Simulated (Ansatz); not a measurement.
**Calculated ¹¹³In NMR of the central transition for InP under strain**

Cell: an entry of the Crystallography Open Database (COD), relaxed with PBE at fixed cell and then changed (z compressed by 2 %, ions relaxed).

```xyz
2
Lattice="0.0000 2.9343 2.8757 2.9343 0.0000 2.8757 2.9343 2.9343 0.0000" Properties=species:S:1:pos:R:3 pbc="T T T"
In    0.0000    0.0000    0.0000
P     1.4672    1.4672    1.4378
```

Atom numbers follow the list; atoms alike are taken as one site, whose name carries the number of the first.

Computed with Ansatz: DFT, PBE, plane waves and PAW, scalar-relativistic, 420 eV cutoff, Γ-centred 13×13×13 k-points, Fermi–Dirac smearing 0.02 eV.

¹¹³In has I = 9/2 and Q = 761.0 mb (Pyykkö 2018); at 23.5 T its Larmor frequency is ν₀ = 220.1 MHz (from the bare nuclear moment; shielding lowers the observed one by a per cent or two). Only the quadrupole interaction is simulated: positions count from each site's isotropic chemical shift, and J coupling is left out, as are shift anisotropy and dipolar coupling, which fast spinning averages.

Question: Give C_Q, η, the quadrupolar product P_Q = |C_Q|(1 + η²/3)^½, the second-order isotropic shift and the breadth of the pattern (fast magic-angle spinning) for each In site.

Answer: 

```
site    first shell  C_Q (MHz)     η  P_Q (MHz)  δ_QIS (ppm)  breadth (kHz)
  In  4 P at 2.52 Å       14.9  0.00       14.9        -6.34           2.99
```

δ_QIS = −(ν_Q²/30ν₀²)[I(I+1) − 3/4](1 + η²/3) × 10⁶ ppm with ν_Q = 3|C_Q|/[2I(2I−1)]; it falls as 1/B₀² in ppm, and the breadth as 1/B₀ in kHz.

An axis of threefold or higher order runs through In, so V_zz lies along it and η is zero.

Without spin–orbit coupling (the program notes it for In) the gradients can shift somewhat, as the gap is small.
